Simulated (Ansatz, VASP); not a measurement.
## Al2Pt: VASP beside Ansatz

```
Al Pt
1.0
     0.00000    2.97320    2.97320
     2.97320    0.00000    2.97320
     2.97320    2.97320    0.00000
Al Pt
2 1
Direct
  0.25000 0.25000 0.25000
  0.75000 0.75000 0.75000
  0.00000 0.00000 0.00000
```

Alike in both runs: functional PBE; k mesh 12 × 12 × 12; occupations gaussian, width 0.1 eV; no spin polarisation.

Ansatz relaxed the structure, and its values are those at the end. VASP's run is a single point on that final structure, the one shown.

|  | VASP | Ansatz |
| --- | --- | --- |
| version | VASP 6.6.1 | Ansatz 0.2.0 |
| potentials or method | VASP PAW PBE potentials, release 64 (Al, Pt) | scalar-relativistic, plane waves, PAW |
| plane-wave cutoff (eV) | 520 | 420 |
| valence electrons in the cell | 16 | 24 |

VASP gave:

| Property | Result |
| --- | --- |
| gap on the k mesh at the Fermi level (eV) | none |
| pressure (GPa) | -0.2 |

Question: What did Ansatz give for the same quantities?

Answer: gap on the k mesh at the Fermi level (eV): none; pressure (GPa): 0.0.

A gap of «none» marks a metal or a gap that the smearing closes. The two sets of potentials don't hold the same shells in valence.

The runs have no spin-orbit coupling, so splittings on Pt are missing.
